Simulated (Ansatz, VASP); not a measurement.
# W in VASP and in Ansatz

```
W
1.0
     0.00000    2.03000    2.03000
     2.03000    0.00000    2.03000
     2.03000    2.03000    0.00000
W
1
Direct
  0.00000 0.00000 0.00000
```

This isn't the form of W at room conditions, which is bcc.

Alike in both runs: task relaxation of cell and atoms; functional PBE; k mesh 8 × 8 × 8; occupations fermi-dirac, width 0.05 eV; spin-orbit coupling, no magnetisation.

|  | VASP | Ansatz |
| --- | --- | --- |
| version | VASP 6.6.1 | Ansatz 0.2.0 |
| potentials or method | VASP PAW PBE potentials, release 64 (W_sv) | Ansatz PAW |
| plane-wave cutoff (eV) | 600 | 420 |
| valence electrons in the cell | 14 | 14 |

VASP gave:

| Quantity | Value |
| --- | --- |
| gap on the k mesh at the Fermi level, each at its own relaxed structure (eV) | none |
| relaxed volume (Å³/atom) | 16.55 |
| relaxed cell length with the largest relative difference (Å) | 2.861 |
| energy change over the relaxation (meV/atom) | -2 |

Task: Estimate Ansatz's values.

Result: gap on the k mesh at the Fermi level, each at its own relaxed structure (eV): none; relaxed volume (Å³/atom): 16.49; relaxed cell length with the largest relative difference (Å): 2.857; energy change over the relaxation (meV/atom): -3.

A gap of «none» marks a metal or a gap that the smearing closes.

Caveats: the plane-wave basis is chosen anew once the cell has moved, so the energies of steps on either side of that aren't comparable (Ansatz).
